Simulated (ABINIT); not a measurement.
# Beyond one shot: BeTe (F-43m)

Wanted: G0W0 and self-consistent gaps of BeTe (F-43m), with the cost of the cycles.

Calculated with ABINIT 10.8.3; PBE and many-body steps on it, plane waves.

**Experimental background.**

- Gap 2.7 eV: absolute (indirect, Gamma to X) gap; bulk crystal (quoted from earlier experiment) (quoted in “The band structure of BeTe - a combined experimental and theoretical study”, 1997, arxiv:cond-mat/9712266).

- Gap 2.8 eV: absolute (indirect, Gamma to X) gap, second literature value; film (quoted from earlier experiment) (quoted in “The band structure of BeTe - a combined experimental and theoretical study”, 1997, arxiv:cond-mat/9712266).

This is a report of a sequence of runs, with most program output left out.

### 1. Set-up

The structure is cubic, space group F-43m (No. 216). The conventional cell has a = 5.663 Å, b = 5.663 Å, c = 5.663 Å, α = 90.00°, β = 90.00°, γ = 90.00°. Nearest to Be lie 4 Te at 2.45 Å. Nearest to Te lie 4 Be at 2.45 Å. Farther neighbours and most contacts between anions are not listed.

As a file:

```cif
data_structure
_symmetry_space_group_name_H-M 'F-43m'
_symmetry_Int_Tables_number 216
_cell_length_a 5.6629
_cell_length_b 5.6629
_cell_length_c 5.6629
_cell_angle_alpha 90.000
_cell_angle_beta 90.000
_cell_angle_gamma 90.000
_cell_volume 181.60
loop_
_atom_site_label
_atom_site_type_symbol
_atom_site_symmetry_multiplicity
_atom_site_Wyckoff_symbol
_atom_site_fract_x
_atom_site_fract_y
_atom_site_fract_z
_atom_site_occupancy
Be1 Be 4 a 0.00000 0.00000 0.00000 1
Te1 Te 4 c 0.25000 0.25000 0.25000 1
```

The cell and positions are those that the Materials Project relaxed with its own functionals (PBE, PBE+U or r2SCAN), kept fixed. Spin-orbit coupling is left out unless a step names it.

### 2. Empty states on the mesh, 4×4×4 mesh, 95 bands

This step: ABINIT 10.8.3; DFT, PBE, plane waves, norm-conserving pseudopotentials.

The sums over transitions need many empty states on a uniform mesh; this step solves for them.

The input, run.abi:

```
acell 3*1.0 Angstrom
rprim 
  -0.000000000000 2.831458787600 2.831458787600
  2.831458787600 0.000000000000 2.831458787600
  2.831458787600 2.831458787600 0.000000000000
ntypat 2
znucl 4 52
natom 2
typat 1 2
xred 
  0.000000000000 0.000000000000 0.000000000000
  0.750000000000 0.750000000000 0.750000000000
pp_dirpath "pseudos"
pseudos "Be.upf, Te.upf"
ecut 49
ngkpt 4 4 4
nshiftk 1
shiftk 0 0 0
kptopt 1
chksymbreak 0
iscf -2
irdden 1
istwfk *1
nband 95
nbdbuf 8
tolwfr 1e-09
nstep 60
prtvol 0
indata_prefix "in"
outdata_prefix "out"
tmpdata_prefix "tmp"
```

Launch:

```sh
> OMP_NUM_THREADS=1 mpirun -n 8 abinit run.abi > log
```

Run time: 18 s. Hardware: 8 MPI ranks of Arm Neoverse V1, shared host; peak memory 0.61 GiB; 2.3 min of CPU time.

This step gave:

```
gap                                                           : 2.027 eV
k of the valence top                                          : 0, 0, 0
k of the conduction bottom                                    : 0.5, 0.5, 0
least direct gap                                              : 3.644 eV
k points computed                                             : 8
lowest point of the top converged band, above the valence top : 66.6521 eV
```

On this mesh the gap is 2.027 eV.

The density comes from a self-consistent run that is not shown.

### 3. Screening, 4×4×4 mesh, 87 bands, screening to 136.1 eV

The RPA dielectric matrix is built and inverted for each q.

This step: RPA screening on PBE, plane waves, norm-conserving pseudopotentials.

Edit run.abi of step 2 so:

```diff
@@ -20,10 +20,11 @@
 chksymbreak 0
-iscf -2
-irdden 1
 istwfk *1
-nband 95
-nbdbuf 8
-tolwfr 1e-09
-nstep 60
-prtvol 0
+occopt 1
+irdwfk 1
+optdriver 3
+nband 87
+ecuteps 5
+inclvkb 2
+awtr 1
+symchi 1
 indata_prefix "in"
```

The job ended after 17 s (8 MPI ranks; peak memory 1.5 GiB; 2.3 min of CPU time).

This step gave:

```
ε∞ with local fields, on this mesh, along the program's q direction : 8.991
the same without local fields                                       : 10.32
plasma frequency                                                    : 29.16 eV
plane waves in the screening matrix                                 : 169
```

Local fields lower ε∞ by 13 %. On a Γ-centred mesh this coarse the value itself is usually too large, while a short band sum pulls it down.

### 4. G0W0

The self-energy is evaluated for the states that the input lists, and the levels follow from it, in one-shot runs by the linearised quasiparticle equation.

This step: G0W0 on PBE, plane waves, norm-conserving pseudopotentials.

Edit run.abi of step 3 so:

```diff
@@ -23,8 +23,17 @@
 irdwfk 1
-optdriver 3
+optdriver 4
 nband 87
+gwcalctyp 0
+ecutsigx 49
+symsigma 1
+nkptgw 2
+kptgw 
+  0.0000000000 0.0000000000 0.0000000000
+  0.5000000000 0.5000000000 0.0000000000
+bdgw 
+  12 17
+  13 16
 ecuteps 5
-inclvkb 2
-awtr 1
-symchi 1
+irdscr 1
+ppmodel 1
 indata_prefix "in"
```

Run time: 4.9 s. Hardware: 8 MPI ranks; peak memory 1.3 GiB; 39 s of CPU time.

This step gave:

| Item | Value |
| --- | --- |
| G0W0 gap on the points computed | 2.733 eV |
| starting gap on the mesh | 2.027 eV |
| k of the valence top | 0, 0, 0 |
| k of the conduction bottom | 0.5, 0.5, 0 |
| Z at the valence top | 0.805 |
| Z at the conduction bottom | 0.818 |
| least direct G0W0 gap on the computed points | 4.63 eV |

The gap on the mesh goes from 2.03 eV to 2.73 eV, a correction of +0.71 eV.

### 5. QSGW, cycle 1

This step: QSGW on PBE, plane waves, norm-conserving pseudopotentials.

Edit run.abi of step 4 so:

```diff
@@ -25,12 +25,24 @@
 nband 87
-gwcalctyp 0
+gwcalctyp 28
 ecutsigx 49
-symsigma 1
-nkptgw 2
+symsigma 0
+nkptgw 8
 kptgw 
   0.0000000000 0.0000000000 0.0000000000
+  0.2500000000 0.0000000000 0.0000000000
+  0.5000000000 0.0000000000 0.0000000000
+  0.2500000000 0.2500000000 0.0000000000
+  0.5000000000 0.2500000000 0.0000000000
+  -0.2500000000 0.2500000000 0.0000000000
   0.5000000000 0.5000000000 0.0000000000
+  -0.2500000000 0.5000000000 0.2500000000
 bdgw 
-  12 17
-  13 16
+  12 24
+  12 24
+  12 24
+  12 24
+  12 24
+  12 24
+  12 24
+  12 24
 ecuteps 5
@@ -38,2 +50,3 @@
 ppmodel 1
+rhoqpmix 0.3
 indata_prefix "in"
```

Wall time 92 s (8 MPI ranks); peak memory 2.9 GiB; 12 min of CPU time.

This step gave:

| Property | Result |
| --- | --- |
| quasiparticle gap on the mesh | 2.889 eV |
| gap of the density functional on the mesh | 2.027 eV |
| k of the valence top | 0, 0, 0 |
| k of the conduction bottom | 0.5, 0.5, 0 |
| Z at the valence top | 1 |
| Z at the conduction bottom | 1 |
| least direct quasiparticle gap on the computed points | 4.871 eV |

Against G0W0 in ABINIT (4×4×4 mesh, 87 bands, screening to 136.1 eV, Godby-Needs plasmon pole), the gap moves by +0.156 eV.

### 6. Screening, 4×4×4 mesh, 87 bands, screening to 136.1 eV

This step: RPA screening on PBE, plane waves, norm-conserving pseudopotentials.

The input, run.abi:

```
acell 3*1.0 Angstrom
rprim 
  -0.000000000000 2.831458787600 2.831458787600
  2.831458787600 0.000000000000 2.831458787600
  2.831458787600 2.831458787600 0.000000000000
ntypat 2
znucl 4 52
natom 2
typat 1 2
xred 
  0.000000000000 0.000000000000 0.000000000000
  0.750000000000 0.750000000000 0.750000000000
pp_dirpath "pseudos"
pseudos "Be.upf, Te.upf"
ecut 49
ngkpt 4 4 4
nshiftk 1
shiftk 0 0 0
kptopt 1
chksymbreak 0
istwfk *1
occopt 1
irdwfk 1
optdriver 3
nband 87
ecuteps 5
inclvkb 2
awtr 1
symchi 1
gwcalctyp 28
mbpt_sciss 1.227 eV
nqptdm 1
qptdm 
  0 0 0
indata_prefix "in"
outdata_prefix "out"
tmpdata_prefix "tmp"
```

Wall time 5 s (8 MPI ranks); peak memory 1.1 GiB.

Numbers from this step:

```yaml
eps_infinity_with_local_fields_on_this_mesh_along_the_program_s_q_direction: 7.480
the_same_without_local_fields: 8.444
plasma_frequency: 29.16 eV
plane_waves_in_the_screening_matrix: 169
```

This screening uses the functional's bands under a rigid shift, the mean opening of the cycle before.

### 7. Screening, 4×4×4 mesh, 87 bands, screening to 136.1 eV

This step: RPA screening on PBE from quasiparticle energies and orbitals, plane waves, norm-conserving pseudopotentials.

Edit run.abi of step 6 so:

```diff
@@ -29,7 +29,13 @@
 symchi 1
+irdqps 1
 gwcalctyp 28
-mbpt_sciss 1.227 eV
-nqptdm 1
+nqptdm 7
 qptdm 
-  0 0 0
+  0.2500000000 0.0000000000 0.0000000000
+  0.5000000000 0.0000000000 0.0000000000
+  0.2500000000 0.2500000000 0.0000000000
+  0.5000000000 0.2500000000 0.0000000000
+  -0.2500000000 0.2500000000 0.0000000000
+  0.5000000000 0.5000000000 0.0000000000
+  -0.2500000000 0.5000000000 0.2500000000
 indata_prefix "in"
```

The input, mrgscr.stdin:

```
2
merged
q0_SCR
out_SCR
1
```

Launch:

```sh
> OMP_NUM_THREADS=1 mpirun -n 8 abinit run.abi > log; mrgscr < mrgscr.stdin
```

It took 13 s on 8 MPI ranks; peak memory 1.5 GiB.

Numbers from this step:

```yaml
plasma_frequency: 29.16 eV
plane_waves_in_the_screening_matrix: 169
```

This screening reads the quasiparticle levels of the cycle before.

### 8. QSGW, cycle 2

The corrected levels of the last cycle go back in.

This step: QSGW on PBE, plane waves, norm-conserving pseudopotentials.

Edit run.abi of step 7 so:

```diff
@@ -23,12 +23,10 @@
 irdwfk 1
-optdriver 3
+optdriver 4
 nband 87
-ecuteps 5
-inclvkb 2
-awtr 1
-symchi 1
-irdqps 1
 gwcalctyp 28
-nqptdm 7
-qptdm 
+ecutsigx 49
+symsigma 0
+nkptgw 8
+kptgw 
+  0.0000000000 0.0000000000 0.0000000000
   0.2500000000 0.0000000000 0.0000000000
@@ -40,2 +38,16 @@
   -0.2500000000 0.5000000000 0.2500000000
+bdgw 
+  12 24
+  12 24
+  12 24
+  12 24
+  12 24
+  12 24
+  12 24
+  12 24
+ecuteps 5
+irdscr 1
+ppmodel 1
+irdqps 1
+rhoqpmix 0.3
 indata_prefix "in"
```

Launch:

```sh
> OMP_NUM_THREADS=1 mpirun -n 8 abinit run.abi > log
```

Elapsed: 90 s, on 8 MPI ranks; peak memory 2.9 GiB.

This step gave:

```
quasiparticle gap on the mesh                         : 2.963 eV
gap of the density functional on the mesh             : 2.027 eV
k of the valence top                                  : 0, 0, 0
k of the conduction bottom                            : 0.5, 0.5, 0
least direct quasiparticle gap on the computed points : 4.963 eV
```

Against the cycle before, the gap moves by +0.074 eV.

### 9. Screening, 4×4×4 mesh, 87 bands, screening to 136.1 eV

This step: RPA screening on PBE, plane waves, norm-conserving pseudopotentials.

The input, run.abi:

```
acell 3*1.0 Angstrom
rprim 
  -0.000000000000 2.831458787600 2.831458787600
  2.831458787600 0.000000000000 2.831458787600
  2.831458787600 2.831458787600 0.000000000000
ntypat 2
znucl 4 52
natom 2
typat 1 2
xred 
  0.000000000000 0.000000000000 0.000000000000
  0.750000000000 0.750000000000 0.750000000000
pp_dirpath "pseudos"
pseudos "Be.upf, Te.upf"
ecut 49
ngkpt 4 4 4
nshiftk 1
shiftk 0 0 0
kptopt 1
chksymbreak 0
istwfk *1
occopt 1
irdwfk 1
optdriver 3
nband 87
ecuteps 5
inclvkb 2
awtr 1
symchi 1
gwcalctyp 28
mbpt_sciss 1.311 eV
nqptdm 1
qptdm 
  0 0 0
indata_prefix "in"
outdata_prefix "out"
tmpdata_prefix "tmp"
```

It took 5.3 s on 8 MPI ranks; peak memory 1.1 GiB; 42 s of CPU time.

This step gave:

| Quantity | Value |
| --- | --- |
| ε∞ with local fields, on this mesh, along the program's q direction | 7.399 |
| the same without local fields | 8.345 |
| plasma frequency | 29.16 eV |
| plane waves in the screening matrix | 169 |

This screening uses the functional's bands under a rigid shift, the mean opening of the cycle before.

### 10. Screening, 4×4×4 mesh, 87 bands, screening to 136.1 eV

This step: RPA screening on PBE from quasiparticle energies and orbitals, plane waves, norm-conserving pseudopotentials.

Edit run.abi of step 9 so:

```diff
@@ -29,7 +29,13 @@
 symchi 1
+irdqps 1
 gwcalctyp 28
-mbpt_sciss 1.311 eV
-nqptdm 1
+nqptdm 7
 qptdm 
-  0 0 0
+  0.2500000000 0.0000000000 0.0000000000
+  0.5000000000 0.0000000000 0.0000000000
+  0.2500000000 0.2500000000 0.0000000000
+  0.5000000000 0.2500000000 0.0000000000
+  -0.2500000000 0.2500000000 0.0000000000
+  0.5000000000 0.5000000000 0.0000000000
+  -0.2500000000 0.5000000000 0.2500000000
 indata_prefix "in"
```

mrgscr.stdin is that of step 7.

Launch:

```sh
> OMP_NUM_THREADS=1 mpirun -n 8 abinit run.abi > log; mrgscr < mrgscr.stdin
```

The job ended after 15 s (8 MPI ranks; peak memory 1.5 GiB; 2 min of CPU time).

This step gave:

```
plasma frequency                    : 29.16 eV
plane waves in the screening matrix : 169
```

This screening reads the quasiparticle levels of the cycle before.

### 11. QSGW, cycle 3

This step: QSGW on PBE, plane waves, norm-conserving pseudopotentials.

Edit run.abi of step 10 so:

```diff
@@ -23,12 +23,10 @@
 irdwfk 1
-optdriver 3
+optdriver 4
 nband 87
-ecuteps 5
-inclvkb 2
-awtr 1
-symchi 1
-irdqps 1
 gwcalctyp 28
-nqptdm 7
-qptdm 
+ecutsigx 49
+symsigma 0
+nkptgw 8
+kptgw 
+  0.0000000000 0.0000000000 0.0000000000
   0.2500000000 0.0000000000 0.0000000000
@@ -40,2 +38,16 @@
   -0.2500000000 0.5000000000 0.2500000000
+bdgw 
+  12 24
+  12 24
+  12 24
+  12 24
+  12 24
+  12 24
+  12 24
+  12 24
+ecuteps 5
+irdscr 1
+ppmodel 1
+irdqps 1
+rhoqpmix 0.3
 indata_prefix "in"
```

Launch:

```sh
> OMP_NUM_THREADS=1 mpirun -n 8 abinit run.abi > log
```

The job ended after 98 s (8 MPI ranks; peak memory 2.9 GiB; 13 min of CPU time).

This step gave:

* quasiparticle gap on the mesh: 3.007 eV
* gap of the density functional on the mesh: 2.027 eV
* k of the valence top: 0, 0, 0
* k of the conduction bottom: 0.5, 0.5, 0
* least direct quasiparticle gap on the computed points: 5.004 eV

Against the cycle before, the gap moves by +0.044 eV.

### 12. Screening, 4×4×4 mesh, 87 bands, screening to 136.1 eV

This step: RPA screening on PBE, plane waves, norm-conserving pseudopotentials.

The input, run.abi:

```
acell 3*1.0 Angstrom
rprim 
  -0.000000000000 2.831458787600 2.831458787600
  2.831458787600 0.000000000000 2.831458787600
  2.831458787600 2.831458787600 0.000000000000
ntypat 2
znucl 4 52
natom 2
typat 1 2
xred 
  0.000000000000 0.000000000000 0.000000000000
  0.750000000000 0.750000000000 0.750000000000
pp_dirpath "pseudos"
pseudos "Be.upf, Te.upf"
ecut 49
ngkpt 4 4 4
nshiftk 1
shiftk 0 0 0
kptopt 1
chksymbreak 0
istwfk *1
occopt 1
irdwfk 1
optdriver 3
nband 87
ecuteps 5
inclvkb 2
awtr 1
symchi 1
gwcalctyp 28
mbpt_sciss 1.349 eV
nqptdm 1
qptdm 
  0 0 0
indata_prefix "in"
outdata_prefix "out"
tmpdata_prefix "tmp"
```

The job ended after 5.4 s (8 MPI ranks; peak memory 1.1 GiB).

Numbers from this step:

| Item | Value |
| --- | --- |
| ε∞ with local fields, on this mesh, along the program's q direction | 7.363 |
| the same without local fields | 8.300 |
| plasma frequency | 29.16 eV |
| plane waves in the screening matrix | 169 |

This screening uses the functional's bands under a rigid shift, the mean opening of the cycle before.

### 13. Screening, 4×4×4 mesh, 87 bands, screening to 136.1 eV

This step: RPA screening on PBE from quasiparticle energies and orbitals, plane waves, norm-conserving pseudopotentials.

Edit run.abi of step 12 so:

```diff
@@ -29,7 +29,13 @@
 symchi 1
+irdqps 1
 gwcalctyp 28
-mbpt_sciss 1.349 eV
-nqptdm 1
+nqptdm 7
 qptdm 
-  0 0 0
+  0.2500000000 0.0000000000 0.0000000000
+  0.5000000000 0.0000000000 0.0000000000
+  0.2500000000 0.2500000000 0.0000000000
+  0.5000000000 0.2500000000 0.0000000000
+  -0.2500000000 0.2500000000 0.0000000000
+  0.5000000000 0.5000000000 0.0000000000
+  -0.2500000000 0.5000000000 0.2500000000
 indata_prefix "in"
```

mrgscr.stdin is that of step 10.

Launch:

```sh
> OMP_NUM_THREADS=1 mpirun -n 8 abinit run.abi > log; mrgscr < mrgscr.stdin
```

The job ended after 17 s (8 MPI ranks; peak memory 1.5 GiB; 2.2 min of CPU time).

Numbers from this step:

| Property | Result |
| --- | --- |
| plasma frequency | 29.16 eV |
| plane waves in the screening matrix | 169 |

This screening reads the quasiparticle levels of the cycle before.

(Part 1 of 2 ends here.)

[Paths, hosts, dates, memory and timing lines, banners, echoed tables and standing remarks are left out of the program output.]

[Logs are printed without paths, hosts, clocks, repeated set-up lines and the standing remarks that a program may print on its own settings, such as how far it seeks lower states.]

[Runs of the session that timed out or met a known fault of the program may be left out.]

[Hosts, paths, dates, database ids (printed as entryN), source tags and the programs' standing remarks are cut or masked in the printed files.]

[G0W0 gaps are taken among the corrected bands and points alone; a level outside them can change the order at an edge.]

[Where Ansatz stands beside ABINIT at settings called matched, ABINIT's density can come from a denser mesh and the files from another edition; pairs whose starting gaps differed by over 0.03 eV were left out, so agreement reads better than it is.]
